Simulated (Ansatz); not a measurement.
# Cu in Ansatz: the effect of target pressure

The system is Cu.

```
Cu
1.0
    -1.44279    1.44279    1.37608
     1.44279   -1.44279    1.37608
     1.44279    1.44279   -1.37608
Cu
1
Direct
  0.00000 0.00000 0.00000
```

This isn't the form of Cu at room conditions, which is fcc.

Alike in all runs:

* Program: Ansatz 0.2.0
* Task: relaxation of cell and atoms
* Functional: PBEsol
* Potentials or basis: all-electron LAPW, scalar-relativistic
* Basis error allowed: 0.001 eV/atom
* k mesh: 13 × 13 × 13
* Occupations: fermi-dirac, width 0.05 eV
* Spin: no spin polarisation

Each run relaxes the cell or the atoms first.

One run gave: relaxed volume 9.96 Å³/atom. Which target pressure did it use?
A. 10 GPa
B. 20 GPa
C. 0 GPa
D. 30 GPa
E. 5 GPa

D.

| target pressure | relaxed volume (Å³/atom) |
| --- | --- |
| 0 GPa | 11.36 |
| 5 GPa | 11.04 |
| 10 GPa | 10.77 |
| 20 GPa | 10.32 |
| 30 GPa | 9.96 |
